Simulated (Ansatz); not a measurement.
# Hg: the cost of one run

Computed with Ansatz 0.2.0 (reference: DFT, PBE, plane waves, PAW, unless a step's input says otherwise).

### Step 1. Starting point

Symmetry: P6_3/mmc, No. 194, hexagonal system. Conventional cell: a = 3.221 Å, b = 3.221 Å, c = 11.060 Å, α = 90.00°, β = 90.00°, γ = 120.00°. Around Hg (site symmetry -3m) lie 12 Hg at 3.22 to 3.33 Å. Hg (site symmetry -6m2) has 12 Hg at 3.22 to 3.33 Å in its first shell of neighbours.

Structure file:

```cif
data_structure
_symmetry_space_group_name_H-M 'P6_3/mmc'
_symmetry_Int_Tables_number 194
_cell_length_a 3.2208
_cell_length_b 3.2208
_cell_length_c 11.0601
_cell_angle_alpha 90.000
_cell_angle_beta 90.000
_cell_angle_gamma 120.000
_cell_volume 99.36
loop_
_atom_site_label
_atom_site_type_symbol
_atom_site_symmetry_multiplicity
_atom_site_Wyckoff_symbol
_atom_site_fract_x
_atom_site_fract_y
_atom_site_fract_z
_atom_site_occupancy
Hg1 Hg 2 a 0.00000 0.00000 0.00000 1
Hg2 Hg 2 c 0.33333 0.66667 0.25000 1
```

### Step 2. Reference

File input.yaml:

```yaml
crystal:
  lattice:
    - [3.2208396983, 0.0, 0.0]
    - [-1.6104198491, 2.7893290002, 0.0]
    - [0.0, 0.0, 11.0601146744]
  atoms:
    - { symbol: Hg, position: [0.0, 0.0, 0.0] }
    - { symbol: Hg, position: [0.3333333333, 0.6666666667, 0.25] }
    - { symbol: Hg, position: [0.0, 0.0, 0.5] }
    - { symbol: Hg, position: [0.6666666667, 0.3333333333, 0.75] }
kpoints:
  mp_grid: { grid: [6, 6, 2] }
hamiltonian:
  xc: pbe
scf:
  occupations: { method: fermi_dirac, width: 0.02 }
  n_extra_bands: 5
output:
  forces: true
  stress: true
  eigenvalues: true
  write_density: true
  write_potential: true
  elf: true
  volumetric_format: npy
```

Started as:

```sh
> ansatz run input.yaml --threads 4 --pin off --max-ram 4608MiB --backend cpu --events-out ev --progress --plain --runs-dir out
```

**Question.** How long does this run take on 4 threads of Arm Neoverse N1, shared host, and how much memory does it need?

About 1.9 s, with a peak of 0.4 GiB.
